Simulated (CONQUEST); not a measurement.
The system is InP.

```
In P
1.0
     4.14435    0.00000    0.00000
     0.00000    4.14435    0.00000
     0.00000    0.00000    5.86100
In P
2 2
Direct
  0.00000 0.00000 0.00000
  0.50000 0.50000 0.50000
  0.00000 0.50000 0.25000
  0.50000 0.00000 0.75000
```

Base run:

| Item | Value |
| --- | --- |
| Program | CONQUEST 1.3 |
| Functional | PBE |
| Potentials or basis | PseudoDojo NC PBE, DZP, grid cutoff 120 Ha |
| k mesh | 7 × 7 × 5 |
| Occupations | fermi-dirac, width 0.05 eV |
| Spin | no spin polarisation |

Its results: band gap on the k mesh 0.75 eV; pressure 3.9 GPa.

Q: The run is repeated on the same cell with these changes: potentials or basis from PseudoDojo NC PBE, DZP, grid cutoff 120 Ha to PseudoDojo NC PBE, SZP, grid cutoff 120 Ha; k mesh from 7 × 7 × 5 to 6 × 6 × 4. What comes out?

A: Band gap on the k mesh 1.08 eV; pressure 6.3 GPa.

Caveats: spin-orbit coupling is left out, which moves the levels of the heavy elements; the basis of atomic orbitals isn't converged, which shifts pressures, moduli and gaps; an odd mesh through Γ misses points on the zone boundary, where band edges often lie (some runs); the atomic basis is small (some runs).
